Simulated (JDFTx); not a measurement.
**HgSe under changes of volume**

One of the cells (28.067 Å³/atom); the others are scaled copies at fixed shape and fractional positions:

```xyz
2
Lattice="0.0000 3.0390 3.0390 3.0390 0.0000 3.0390 3.0390 3.0390 0.0000" Properties=species:S:1:pos:R:3 pbc="T T T"
Hg    0.0000    0.0000    0.0000
Se    4.5585    4.5585    4.5585
```

| Item | Value |
| --- | --- |
| Program | JDFTx 1.7.0 (patched build) |
| Functional | PBEsol |
| Potentials or basis | PseudoDojo-SR-PBEsol-0.4.1-standard with smoothed tails |
| Cutoff | 1170 eV |
| Density cutoff | 9361 eV |
| k mesh | 8 × 8 × 8 |
| Occupations | fermi-dirac, width 0.05 eV |
| Spin | no spin polarisation |

```tsv
volume (Å³/atom)	energy over the lowest point (meV/atom)	pressure (GPa)
26.383	39.05	5.7
26.944	22.01	4.1
27.505	10.19	2.7
28.067	3.03	1.4
28.628	0.00	0.3
29.189	0.63	-0.7
29.751	?	?
```

Q: What does the run at 29.751 Å³/atom give?

A: Energy over the lowest point 4.53 meV/atom; pressure -1.5 GPa.

Worked out: A Birch-Murnaghan fit of order 3 (a polynomial in V^(-2/3)) to the other rows has its minimum at 28.80 Å³/atom with B0 = V·E''(V) = 52 GPa and B' = 5.1. It gives 4.52 meV/atom at 29.751 Å³/atom, against the run's 4.53, and -dE/dV = -1.5 GPa, against -1.5.

Energies are extrapolated to zero smearing.
